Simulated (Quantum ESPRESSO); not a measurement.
**Rh under changes of volume**

One of the cells (14.302 Å³/atom); the others are scaled copies at fixed shape and fractional positions:

```
Rh
1.0
     2.73098    0.00000    0.00000
    -1.36549    2.36510    0.00000
     0.00000    0.00000    4.42849
Rh
2
Cartesian
  0.0000 1.5767 1.1071
  1.3655 0.7884 3.3214
```

This isn't the form of Rh at room conditions, which is fcc.

* Program: Quantum ESPRESSO 7.5
* Functional: LDA
* Potentials or basis: GBRV 1.5 LDA
* Cutoff: 612 eV
* Density cutoff: 4898 eV
* k mesh: 11 × 11 × 6
* Occupations: fermi-dirac, width 0.05 eV
* Spin: no spin polarisation

```tsv
volume (Å³/atom)	energy over the lowest point (meV/atom)	pressure (GPa)
13.444	0.00	-2.8
13.730	10.64	-8.8
14.016	31.30	-14.1
14.302	?	?
14.588	97.92	-22.7
14.874	141.82	-26.2
15.160	191.55	-29.3
```

Question: What does the run at 14.302 Å³/atom give?

Answer: Energy over the lowest point 60.76 meV/atom; pressure -18.7 GPa.

Worked out: A Birch-Murnaghan fit of order 3 (a polynomial in V^(-2/3)) to the other rows has its minimum at 13.32 Å³/atom, just outside them, with B0 = V·E''(V) = 316 GPa and B' = 5.2 at fixed shape and positions, which overstates the stiffness. It gives 60.77 meV/atom at 14.302 Å³/atom, against the run's 60.76, and -dE/dV = -18.8 GPa, against -18.7.

Energies are extrapolated to zero smearing.
